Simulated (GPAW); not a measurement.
The system is MoS2.

```
Mo S
1.0
     3.22746    0.00000    0.00000
    -1.61373    2.79507    0.00000
     0.00000    0.00000    6.31247
Mo S
1 2
Direct
  0.00000 0.00000 0.50000
  0.66667 0.33333 0.74468
  0.33333 0.66667 0.25532
```

Measurements of this composition are mostly on another form, of space group No. 194.

* Program: GPAW 26.7.0
* Task: single point
* Functional: PBE
* Potentials or basis: GPAW PAW data sets (gpaw-data 1.2.1)
* Cutoff: 600 eV
* Basis: pw
* k mesh: 9 × 9 × 4
* Occupations: fermi-dirac, width 0.05 eV
* Spin: no spin polarisation

On this cell: pressure 1.0 GPa; largest force 0.288 eV/Å; band gap on the k mesh none (metal or under the smearing width).

The same run follows on a disturbed copy (atoms moved at random, drawn with an rms of 0.05 Å):

```
Mo S
1.0
     3.22746    0.00000    0.00000
    -1.61373    2.79507    0.00000
     0.00000    0.00000    6.31247
Mo S
1 2
Direct
  0.99403 0.98173 0.49930
  0.65564 0.32224 0.74824
  0.33381 0.68688 0.25256
```

Question: What does the disturbed cell give?

Answer: The energy (extrapolated to zero smearing) moves by +8.7 meV/atom; pressure -0.3 GPa; largest force 0.569 eV/Å; band gap on the k mesh none (metal or under the smearing width).

Forces on the atoms (eV/Å):
```
Mo  -0.259  0.379  0.266
S    0.052  0.132 -0.123
S    0.206 -0.511 -0.142
```

Stress tensor (GPa, compression positive):
```
 0.10 -0.43 -0.66
-0.43 -1.79  2.75
-0.66  2.75  0.65
```

Caveats: this functional lacks dispersion, which binds the layers, so the pressure and a relaxed spacing across them are unreliable (some runs).
